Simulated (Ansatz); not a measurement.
# InAs: how much relativity matters

What happens to InAs at a fixed cell under these changes: no relativity; spin-orbit coupling on?

Method: DFT, at the level named in each step, in Ansatz 0.2.0.

1 further run of the same task is left out (set aside as unsound or not needed).

**1. Starting point**

Symmetry: Fm-3m, No. 225, cubic system. The conventional cell has a = 5.749 Å, b = 5.749 Å, c = 5.749 Å, α = 90.00°, β = 90.00°, γ = 90.00°. In (site symmetry m-3m) is surrounded by 6 As at 2.87 Å. As (site symmetry m-3m) is surrounded by 6 In at 2.87 Å.

Coordinates:

```cif
data_structure
_symmetry_space_group_name_H-M 'Fm-3m'
_symmetry_Int_Tables_number 225
_cell_length_a 5.7486
_cell_length_b 5.7486
_cell_length_c 5.7486
_cell_angle_alpha 90.000
_cell_angle_beta 90.000
_cell_angle_gamma 90.000
_cell_volume 189.97
loop_
_atom_site_label
_atom_site_type_symbol
_atom_site_symmetry_multiplicity
_atom_site_Wyckoff_symbol
_atom_site_fract_x
_atom_site_fract_y
_atom_site_fract_z
_atom_site_occupancy
In1 In 4 a 0.00000 0.00000 0.00000 1
As1 As 4 b 0.50000 0.00000 0.00000 1
```

The file gives the conventional cell by its symmetry; the runs use the cell typed in the input.

The structure (rocksalt type) was typed from a prototype and relaxed by PAW; whether it is the ground state wasn't tested.

Atoms are numbered in the order of the input: In1, As2.

**2. No relativity, LAPW**

input.yaml reads:

```yaml
crystal:
  lattice:
    - [0.0, 2.8743196729, 2.8743196729]
    - [2.8743196729, 0.0, 2.8743196729]
    - [2.8743196729, 2.8743196729, 0.0]
  atoms:
    - { symbol: In, position: [0.0, 0.0, 0.0] }
    - { symbol: As, position: [0.5, 0.5, 0.5] }
kpoints:
  mp_grid: { grid: [10, 10, 10] }
  band_path:
    path:
      - [0.0, 0.0, 0.0]
      - [0.5, 0.0, 0.5]
      - [0.625, 0.25, 0.625]
      - [0.375, 0.375, 0.75]
      - [0.0, 0.0, 0.0]
      - [0.5, 0.5, 0.5]
      - [0.5, 0.25, 0.75]
      - [0.5, 0.0, 0.5]
    npoints: 5
scf:
  occupations: { method: fermi_dirac, width: 0.05 }
hamiltonian:
  xc: pbe
  pseudopotentials:
    kind: all_electron
    lapw: { basis_error: 0.001 }
    relativity: none
output:
  forces: true
  stress: true
  eigenvalues: true
```

Launch:

```sh
$ ansatz run input.yaml --threads 1 --pin off --max-ram 2048MiB --backend cpu --events-out ev --progress --plain --runs-dir out
```

**3. Spin-orbit coupling on, LAPW**

Changes to input.yaml since step 2:

```diff
@@ -25,6 +25,3 @@
   xc: pbe
-  pseudopotentials:
-    kind: all_electron
-    lapw: { basis_error: 0.001 }
-    relativity: none
+  pseudopotentials: { kind: all_electron, lapw: { basis_error: 0.001 } }
 output:
@@ -33 +30,4 @@
   eigenvalues: true
+magnetization:
+  noncollinear: true
+  spin_orbit: true
```

**4. Spin-orbit coupling on, PAW**

Changes to input.yaml since step 3:

```diff
@@ -25,3 +25,3 @@
   xc: pbe
-  pseudopotentials: { kind: all_electron, lapw: { basis_error: 0.001 } }
+  pseudopotentials: { kind: paw_fr }
 output:
@@ -30,2 +30,3 @@
   eigenvalues: true
+  efg: { contact_densities: true }
 magnetization:
```

(Steps that only read results are left out.)

What does the calculation give? Wanted: pressure, no relativity, LAPW; pressure, spin-orbit coupling on, LAPW.

**Answer**, as computed:

| quantity | value |
| --- | --- |
| pressure, no relativity, LAPW | 0.46 GPa |
| pressure, spin-orbit coupling on, LAPW | -0.01 GPa |

**Reading.** Going from no relativity to the run with spin-orbit coupling (scalar and spin-orbit effects together) moves the pressure by -0.47 GPa; the heaviest element has Z = 49. With spin-orbit coupling: in pressure, PAW differs from LAPW by less than 0.01 GPa.
